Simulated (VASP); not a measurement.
A run of VASP 6.6.1 is set up as follows.

File POSCAR:

```
KF
1.0
    0.0000000000      3.0528174649      2.6762066247
    3.0528174649      0.0000000000      2.6762066247
    3.0528174649      3.0528174649      0.0000000000
K F
1 1
Direct
    0.0000000000      0.0000000000      0.0000000000
    0.2500000000      0.2500000000      0.2500000000
```

The input INCAR.step1:

```
PREC = Accurate
ENCUT = 520
ISMEAR = 0
SIGMA = 0.01
LREAL = F
LASPH = T
NELM = 80
NBANDS = 15
GGA = PE
ALGO = Normal
EDIFF = 1E-4
LWAVE = T
LCHARG = F
```

The input INCAR.step2:

```
PREC = Accurate
ENCUT = 520
EDIFF = 1E-6
ISMEAR = 0
SIGMA = 0.01
LREAL = F
LASPH = T
NELM = 80
ALGO = Normal
ISIF = 2
LWAVE = F
LCHARG = T
METAGGA = R2SCAN
LMIXTAU = T
LELF = T
LVHAR = T
NBANDS = 15
ISTART = 1
```

KPOINTS

```
Automatic mesh
0
Gamma
  8 8 8
```

Potentials or basis: VASP PAW PBE potentials, release 64 (K_sv, F).

Run with:

```console
$ cat potpaw_PBE.64/K_sv/POTCAR potpaw_PBE.64/F/POTCAR > POTCAR
$ cp INCAR.step1 INCAR
$ mpirun -np 1 vasp_std > vasp.out
$ cp INCAR.step2 INCAR
$ mpirun -np 1 vasp_std > vasp.out
```

Q: Estimate the band gap on the k mesh.

A: 5.76 eV, indirect (least direct gap 5.97 eV).

Q: Estimate the pressure.

A: 0.1 GPa.

Stress tensor (GPa, compression positive):
```
 0.14  0.00  0.00
 0.00  0.14  0.00
 0.00  0.00 -0.03
```

Caveat: the PAW data sets were made with another functional, which shifts forces and pressure a little. A k mesh can miss the band edges.
